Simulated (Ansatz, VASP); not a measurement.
## CdSe: VASP beside Ansatz

INCAR

```
SYSTEM = CdSe
PREC = Accurate ; ENCUT = 520
EDIFF = 1E-6 ; ISMEAR = -1
SIGMA = 0.05 ; LREAL = .False.
LASPH = .True. ; NELM = 100
ALGO = Normal ; ISIF = 2
LWAVE = .False. ; LCHARG = .False.
GGA = PS ; IVDW = 12
NBANDS = 16
```

KPOINTS

```
Automatic mesh
0
Gamma
  8 8 8
  0 0 0
```

The input POSCAR:

```
CdSe
1.0
    0.0000000000      3.0702711986      3.0702711986
    3.0702711986      0.0000000000      3.0702711986
    3.0702711986      3.0702711986      0.0000000000
Cd Se
1 1
Direct
    0.0000000000      0.0000000000      0.0000000000
    0.2500000000      0.2500000000      0.2500000000
```

File input.yaml:

```yaml
crystal:
  lattice:
    - [0.0, 3.0702711986, 3.0702711986]
    - [3.0702711986, 0.0, 3.0702711986]
    - [3.0702711986, 3.0702711986, 0.0]
  atoms:
    - { symbol: Cd, position: [0.0, 0.0, 0.0] }
    - { symbol: Se, position: [0.25, 0.25, 0.25] }
kpoints:
  mp_grid: { grid: [8, 8, 8] }
scf:
  occupations: { method: fermi_dirac, width: 0.05 }
hamiltonian:
  xc: pbesol
  dispersion: d3bj
  pseudopotentials: { kind: all_electron, lapw: { basis_error: 0.0005 } }
output:
  forces: true
  stress: true
  eigenvalues: true
  populations: true
```

Measurements of this composition are mostly on another form, of space group No. 186.

Alike in both runs: functional PBEsol; dispersion D3(BJ); k mesh 8 × 8 × 8; occupations fermi-dirac, width 0.05 eV; no spin polarisation.

```csv
,VASP,Ansatz
version,VASP 6.6.1,Ansatz 0.2.0
potentials or method,"VASP PAW PBE potentials, release 64 (Cd, Se)","all-electron LAPW, scalar-relativistic"
plane-wave cutoff (eV),520,see its input
task,single point,atomic charges
```

Ansatz gave:

* gap on the k mesh at the Fermi level (eV): 0.43
* least direct gap on the mesh (eV): 0.43
* pressure (GPa): -3.0
* dispersion energy (meV/atom): -287.0

**Question.** Which values does VASP return?

**Answer.** gap on the k mesh at the Fermi level (eV): 0.43; least direct gap on the mesh (eV): 0.43; pressure (GPa): -2.7; dispersion energy (meV/atom): -286.9.

Ansatz ran all-electron here, so the differences hold the error of VASP's frozen core and of both bases.

Caveats: the PAW data sets were made with another functional, which shifts forces and pressure a little (VASP).
